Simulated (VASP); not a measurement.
# C (P6_3/mmc) in VASP: notebook

Runs on C. Level: PBE. Tasks: relaxation of cell and atoms.

Everything below comes from runs of VASP 6.6.1. Logs are shortened: lines on timing, memory, paths and dates and some standing lists are left out, and cuts for length are marked.

### Step 1. The crystal as given

Symmetry: P6_3/mmc, No. 194, hexagonal system. Conventional cell: a = 2.490 Å, b = 2.490 Å, c = 4.144 Å, α = 90.00°, β = 90.00°, γ = 120.00°. Around C (site symmetry 3m) lie 4 C at 1.53 to 1.55 Å.

### Step 2. Relaxation of cell and atoms, PBE

Input file INCAR:

```
SYSTEM = C
PREC     = Accurate       ! precision mode
ENCUT    = 520            ! plane-wave cutoff, eV
EDIFF    = 1E-6           ! SCF threshold, eV
ISMEAR   = 0              ! smearing method
SIGMA    = 0.1            ! smearing width, eV
LREAL    = .FALSE.        ! projectors in reciprocal space
LASPH    = .TRUE.         ! aspherical terms in the spheres
NELM     = 120            ! most SCF steps
ALGO     = Normal         ! electronic algorithm
ISIF     = 3              ! what is computed and relaxed
LWAVE    = .FALSE.        ! write WAVECAR
LCHARG   = .FALSE.        ! write CHGCAR
GGA      = PE             ! functional
IBRION   = 2              ! ionic algorithm
NSW      = 90             ! ionic steps
EDIFFG   = -0.01          ! ionic threshold
KPAR     = 2
```

Input file KPOINTS:

```
regular mesh
0
G
  16 16 8
  0 0 0
```

Input file POSCAR:

```
C
1.0
    2.4900000000      0.0000000000      0.0000000000
   -1.2450000000      2.1564032600      0.0000000000
    0.0000000000      0.0000000000      4.1440000000
C
4
Direct
    0.3333333300      0.6666666700      0.5630000000
    0.6666666700      0.3333333300      0.0630000000
    0.3333333300      0.6666666700      0.9370000000
    0.6666666700      0.3333333300      0.4370000000
```

Potentials or basis: VASP PAW PBE potentials, release 64 (C).

Command:

```console
$ cat potpaw_PBE.64/C/POTCAR > POTCAR
$ mpirun -np 2 vasp_std > vasp.out
```

OUTCAR:

```text
SYSTEM = C
   PREC = Accurate
   ENCUT = 520
   EDIFF = 1E-6
   ISMEAR = 0
   LREAL = .FALSE.
   LASPH = .TRUE.
   NELM = 120
   ISIF = 3
   GGA = PE
   IBRION = 2
   NSW = 90
   EDIFFG = -0.01

 ion  position               nearest neighbor table
   1  0.333  0.667  0.563-   4 1.53   4 1.53   4 1.53   3 1.55
   2  0.667  0.333  0.063-   3 1.53   3 1.53   3 1.53   4 1.55
   3  0.333  0.667  0.937-   2 1.53   2 1.53   2 1.53   1 1.55
   4  0.667  0.333  0.437-   1 1.53   1 1.53   1 1.53   2 1.55

  LATTYP: Found a hexagonal cell.
 ALAT       =     2.4900000000
 C/A-ratio  =     1.6642570281

  Lattice vectors:

 A1 = (   2.4900000000,   0.0000000000,   0.0000000000)
 A2 = (  -1.2450000000,   2.1564032600,   0.0000000000)
 A3 = (   0.0000000000,   0.0000000000,   4.1440000000)

Analysis of symmetry for initial positions (statically):
=====================================================================
 Subroutine PRICEL returns:
 Original cell was already a primitive cell.

 Routine SETGRP: Setting up the symmetry group for a
 hexagonal supercell.

 Subroutine GETGRP returns: Found 24 space group operations
 (whereof 12 operations were pure point group operations)
 out of a pool of 24 trial point group operations.

The static configuration has the point symmetry D_3d.
 The point group associated with its full space group is D_6h.

Analysis of symmetry for dynamics (positions and initial velocities):
=====================================================================
 Subroutine PRICEL returns:
 Original cell was already a primitive cell.

 Routine SETGRP: Setting up the symmetry group for a
 hexagonal supercell.

 Subroutine GETGRP returns: Found 24 space group operations
 (whereof 12 operations were pure point group operations)
 out of a pool of 24 trial point group operations.

The dynamic configuration has the point symmetry D_3d.
 The point group associated with its full space group is D_6h.

 Subroutine INISYM returns: Found 24 space group operations
 (whereof 12 operations are pure point group operations),
 and found     1 'primitive' translations

----------------------------------------------------------------------------------------

                                     Primitive cell

  volume of cell :      22.2510

  direct lattice vectors                    reciprocal lattice vectors
     2.490000000  0.000000000  0.000000000     0.401606426  0.231867577  0.000000000
    -1.245000000  2.156403260  0.000000000     0.000000000  0.463735155  0.000000000
     0.000000000  0.000000000  4.144000000     0.000000000  0.000000000  0.241312741

  length of vectors
     2.490000000  2.490000004  4.144000000     0.463735156  0.463735155  0.241312741

  position of ions in fractional coordinates (direct lattice)
     0.333333330  0.666666670  0.563000000
     0.666666670  0.333333330  0.063000000
     0.333333330  0.666666670  0.937000000
     0.666666670  0.333333330  0.437000000

  ion indices of the primitive-cell ions
   primitive index   ion index
                 1           1
                 2           2
                 3           3
                 4           4

----------------------------------------------------------------------------------------

 KPOINTS: regular mesh

Automatic generation of k-mesh.
 Grid dimensions read from file:
 generate k-points for:   16   16    8

 Generating k-lattice:

  Cartesian coordinates                     Fractional coordinates (reciprocal lattice)
     0.025100402  0.014491724  0.000000000     0.062500000  0.000000000  0.000000000
     0.000000000  0.028983447  0.000000000     0.000000000  0.062500000  0.000000000
     0.000000000  0.000000000  0.030164093     0.000000000  0.000000000  0.125000000

  Length of vectors
     0.028983447  0.028983447  0.030164093

  Shift w.r.t. Gamma in fractional coordinates (k-lattice)
     0.000000000  0.000000000  0.000000000

 Subroutine IBZKPT returns following result:
 ===========================================

 Found    150 irreducible k-points:

 Following reciprocal coordinates:
            Coordinates               Weight
  0.000000  0.000000  0.000000      1.000000
  0.062500  0.000000  0.000000      6.000000
  0.125000  0.000000  0.000000      6.000000
  0.187500  0.000000  0.000000      6.000000
  0.250000  0.000000  0.000000      6.000000
  0.312500 -0.000000  0.000000      6.000000
[... 16 lines left out ...]
  0.187500  0.187500  0.000000      6.000000
  0.250000  0.187500  0.000000     12.000000
 [... further k-points ...]
   k-points           NKPTS =    150   k-points in BZ     NKDIM =    150   number of bands    NBANDS=     12
   number of dos      NEDOS =    301   number of ions     NIONS =      4
   total plane-waves  NPLWV =  12800
   dimension x,y,z NGX =    20 NGY =   20 NGZ =   32
   dimension x,y,z NGXF=    40 NGYF=   40 NGZF=   64
   ions per type =               4
   NGX,Y,Z   is equivalent  to a cutoff of  13.35, 13.35, 12.84 a.u.
   NGXF,Y,Z  is equivalent  to a cutoff of  26.71, 26.71, 25.68 a.u.
 SYSTEM =  C
   PREC   = accura    normal or accurate (medium, high low for compatibility)
   ISTART =      0    job   : 0-new  1-cont  2-samecut
   ICHARG =      2    charge: 1-file 2-atom 10-const
   ISPIN  =      1    spin polarized calculation?
   LNONCOLLINEAR =      F non collinear calculations
   LSORBIT =      F    spin-orbit coupling
   LASPH  =      T    aspherical Exc in radial PAW
   ENCUT  =  520.0 eV  38.22 Ry    6.18 a.u.   4.63  4.63  7.71*2*pi/ulx,y,z
   NELM   =    120;   NELMIN=  2; NELMDL= -5     # of ELM steps
   EDIFF  = 0.1E-05   stopping-criterion for ELM
   LREAL  =      F    real-space projection
   EDIFFG = -.1E-01   stopping-criterion for IOM
   NSW    =     90    number of steps for IOM
   IBRION =      2    ionic relax: 0-MD 1-quasi-New 2-CG
   NFREE  =      1    steps in history (QN), initial steepest desc. (CG)
   ISIF   =      3    stress and relaxation
   ISYM   =      2    0-nonsym 1-usesym 2-fastsym
   POTIM  = 0.5000    time-step for ionic-motion
   TEBEG  =    0.0;   TEEND  =   0.0 temperature during run
   PSTRESS=    0.0 pullay stress
   NELECT =      16.0000    total number of electrons
   NUPDOWN=      -1.0000    fix difference up-down
   EMIN   =  10.00;   EMAX   =-10.00  energy-range for DOS
   EFERMI =   0.00;   METHOD = LEGACY
   ISMEAR =     0;   SIGMA  =   0.10  broadening in eV -4-tet -1-fermi 0-gaus
   EFERMI_NEDOS =   21; number of points for ismear=-14 and -15
   IALGO  =     38    algorithm
   IMIX   =      4    mixing-type and parameters
     AMIX     =   0.40;   BMIX     =  1.00
     AMIX_MAG =   1.60;   BMIX_MAG =  1.00
  volume/ion in A,a.u.               =       5.56        37.54
  Fermi-wavevector in a.u.,A,eV,Ry     =   1.466668  2.771601 29.267695  2.151115
  Thomas-Fermi vector in A             =   2.582378
   LORBIT       =      0    0 simple, 1 ext, 2 COOP (PROOUT), +10 PAW based schemes
   GGA     = PE    functional components
   LHFCALC =     F    Hartree Fock is set to
   AEXX    =    0.0000 exact exchange contribution
   IVDW    =     0    specifies the selected vdW correction
   LEPSILON=     F    determine dielectric tensor
   LRPA    =     F    only Hartree local field effects (RPA)
 conjugate gradient relaxation of ions
 non-spin polarized calculation
 Gauss-broadening in eV      SIGMA  =   0.10
  energy-cutoff  :      520.00
  volume of cell :       22.25
 maximum number of plane-waves:       613
 NGX is ok and might be reduce to    20
   NGX =  9   NGY =  9   NGZ = 15

--------------------------------------- Ionic step        1  -------------------------------------------

 number of electron      15.9999999 magnetization

 Free energy of the ion-electron system (eV)
  ---------------------------------------------------
  ext. energy  EPLUGINS =         0.00000000
  ---------------------------------------------------
  free energy    TOTEN  =       -36.24853728 eV

  energy without entropy =      -36.24853728  energy(sigma->0) =      -36.24853728

------------------------ aborting loop because EDIFF is reached ----------------------------------------

  FORCE on cell =-STRESS in cart. coord.  units (eV):
  Direction    XX          YY          ZZ          XY          YZ          ZX
  --------------------------------------------------------------------------------------
  -------------------------------------------------------------------------------------
  Total        1.7257153      1.7257153      1.7746846      0.0000000     -0.0000000      0.0000000
  in kB      124.2598026    124.2598031    127.7858271      0.0000000     -0.0000000      0.0000000
  external PRESSURE =     125.4351443 kB  Pullay stress =       0.0000000 kB
[... 23 lines left out ...]
  energy  without entropy=      -36.2485372825  energy(sigma->0) =      -36.24853728

--------------------------------------- Ionic step        2  -------------------------------------------

 number of electron      16.0000001 magnetization

 E-fermi :   9.8596     XC(G=0): -13.0310

 val. band max:        9.3639759248   @ k =   0.0000   0.0000   0.0000
 cond. band min:      12.9539298017   @ k =   0.3125   0.3125   0.0000
 fundamental gap:      3.5899538770
 Fermi energy:         9.8595732641

 k-point     1 :       0.0000    0.0000    0.0000
  band No.  band energies     occupation
      1     -11.8130      2.00000
      2      -6.4884      2.00000
      3      -3.7879      2.00000
      4       6.4320      2.00000
      5       6.4320      2.00000
      6       8.9823      2.00000
      7       9.3640      2.00000
      8       9.3640      2.00000
      9      14.3066      0.00000
     10      14.3066      0.00000
     11      14.5699      0.00000
     12      17.0059      0.00000
[... 418 lines left out ...]
  energy  without entropy=      -36.2724350278  energy(sigma->0) =      -36.27243503

--------------------------------------- Ionic step        4  -------------------------------------------

 number of electron      16.0000000 magnetization

 Free energy of the ion-electron system (eV)
  ---------------------------------------------------
  ext. energy  EPLUGINS =         0.00000000
  ---------------------------------------------------
  free energy    TOTEN  =       -36.27243239 eV

  energy without entropy =      -36.27243239  energy(sigma->0) =      -36.27243239

 E-fermi :  10.3801     XC(G=0): -13.2067

 val. band max:        9.9021649971   @ k =   0.0000   0.0000   0.0000
 cond. band min:      13.3292014569   @ k =   0.3125   0.3125   0.0000
 fundamental gap:      3.4270364598
 Fermi energy:        10.3801221311

 k-point     1 :       0.0000    0.0000    0.0000
  band No.  band energies     occupation
      1     -11.7777      2.00000
      2      -6.2482      2.00000
      3      -3.6929      2.00000
      4       6.8453      2.00000
      5       6.8453      2.00000
      6       9.4284      2.00000
      7       9.9022      2.00000
      8       9.9022      2.00000
      9      14.8630      0.00000
     10      14.8630      0.00000
     11      15.2259      0.00000
     12      17.9434      0.00000
[... 376 lines left out ...]
  FREE ENERGIE OF THE ION-ELECTRON SYSTEM (eV)
  ---------------------------------------------------
  free  energy   TOTEN  =       -36.2724323878 eV

  energy  without entropy=      -36.2724323878  energy(sigma->0) =      -36.27243239

 reached required accuracy - stopping structural energy minimisation
```

Run time: 27 s. Hardware: 2 MPI ranks of Intel Xeon Platinum 8488C (Sapphire Rapids), shared host; peak memory 0.14 GiB.

Results:

```yaml
Free_energy: -36.2724 eV
Relaxed_volume: 5.72 Å³/atom
Relaxed_cell: a = 2.512 Å, b = 2.512 Å, c = 4.182 Å, α = 90.00°, β = 90.00°, γ = 120.00°
Space_group_after_relaxing_to_0.05_Å: P6_3/mmc (No. 194)
Energy_gained_by_relaxing: 6.0 meV/atom
Ionic_steps: 4
Pressure_after_relaxing: 0.2 GPa
Band_gap_on_the_k_mesh: 3.43 eV, indirect (least direct gap 4.96 eV)
```

Forces on the atoms (eV/Å):
```
C    0.000  0.000 -0.002
C    0.000  0.000 -0.002
C    0.000  0.000  0.002
C    0.000  0.000  0.002
```

Stress tensor (GPa, compression positive):
```
 0.26  0.00  0.00
 0.00  0.26  0.00
 0.00  0.00 -0.05
```

The path:
```tsv
step	energy change (eV)	largest force (eV/Å)	pressure (GPa)	volume (Å³)
1	0.0000	0.0485	12.54	22.25
2	0.0130	0.0443	-14.13	23.68
3	-0.0239	0.0016	-0.08	22.88
4	-0.0239	0.0024	0.16	22.86
```

Final structure:
```
C
1.0
     2.51246    0.00000    0.00000
    -1.25623    2.17586    0.00000
     0.00000    0.00000    4.18245
C
4
Direct
  0.33333 0.66667 0.56275
  0.66667 0.33333 0.06275
  0.33333 0.66667 0.93725
  0.66667 0.33333 0.43725
```

A k mesh can miss the band edges. Zero-point motion and thermal expansion aren't in these numbers.

### Step 3. Relaxation of cell and atoms, PBE

This run uses another cell than the first one, of 5.72 Å³/atom, 1.028 times its volume.

INCAR: that of step 2 with these lines changed.

```diff
@@ -3,3 +3,3 @@
 ENCUT    = 520            ! plane-wave cutoff, eV
-EDIFF    = 1E-6           ! SCF threshold, eV
+EDIFF    = 1E-7           ! SCF threshold, eV
 ISMEAR   = 0              ! smearing method
@@ -15,4 +15,5 @@
 IBRION   = 2              ! ionic algorithm
-NSW      = 90             ! ionic steps
-EDIFFG   = -0.01          ! ionic threshold
+NSW      = 60             ! ionic steps
+EDIFFG   = -0.005         ! ionic threshold
+POTIM    = 0.3            ! step
 KPAR     = 2
```

KPOINTS is that of step 2.

Input file POSCAR:

```
C                                       
1.0
    2.5124633054      0.0000000000      0.0000000000
   -1.2562316527      2.1758570533      0.0000000000
   -0.0000000000     -0.0000000000      4.1824455511
  C             
     4
Direct
     0.3333333300000021    0.6666666699999979    0.5627485352362996
     0.6666666699999979    0.3333333300000021    0.0627485352362997
     0.3333333300000021    0.6666666699999979    0.9372514647637004
     0.6666666699999979    0.3333333300000021    0.4372514647637003
```

Potentials or basis: VASP PAW PBE potentials, release 64 (C).

Command:

```console
$ cat potpaw_PBE.64/C/POTCAR > POTCAR
$ mpirun -np 2 vasp_std > vasp.out
```

It took 16 s on 2 MPI ranks of Intel Xeon Platinum 8488C (Sapphire Rapids), shared host; peak memory 0.13 GiB.

It converged, with:

```yaml
Free_energy: -36.2733 eV
Relaxed_volume: 5.72 Å³/atom
Relaxed_cell: a = 2.513 Å, b = 2.513 Å, c = 4.182 Å, α = 90.00°, β = 90.00°, γ = 120.00°
Space_group_after_relaxing_to_0.05_Å: P6_3/mmc (No. 194)
Energy_gained_by_relaxing: 0.0 meV/atom
Ionic_steps: 2
Pressure_after_relaxing: 0.0 GPa
Band_gap_on_the_k_mesh: 3.43 eV, indirect (least direct gap 4.96 eV)
```

Stress tensor (GPa, compression positive):
```
-0.06  0.00  0.00
 0.00 -0.06  0.00
 0.00  0.00  0.03
```

Final structure:
```yaml
crystal:
  lattice:
    - [2.51301, 0.00000, 0.00000]
    - [-1.25650, 2.17633, 0.00000]
    - [0.00000, 0.00000, 4.18203]
  atoms:
    - { symbol: C, position: [0.33333, 0.66667, 0.56273] }
    - { symbol: C, position: [0.66667, 0.33333, 0.06273] }
    - { symbol: C, position: [0.33333, 0.66667, 0.93727] }
    - { symbol: C, position: [0.66667, 0.33333, 0.43727] }
```

Levels at points of the mesh, in eV from the valence-band top:
```tsv
k point	band 4	band 5	band 6	band 7	band 8	band 9	band 10	band 11	band 12
(0.00, 0.00, 0.00)	-3.06	-3.06	-0.47	0.00	0.00	4.96	4.96	5.33	8.03
(0.50, 0.00, 0.00)	-9.96	-9.19	-6.41	-5.89	-3.11	4.47	8.08	8.27	8.36
(0.00, 0.00, 0.50)	-6.99	-1.83	-1.83	-1.83	-1.83	7.22	7.22	7.22	7.22
(0.50, 0.00, 0.50)	-12.91	-5.06	-5.06	-4.78	-4.78	5.87	5.87	6.48	6.48
```
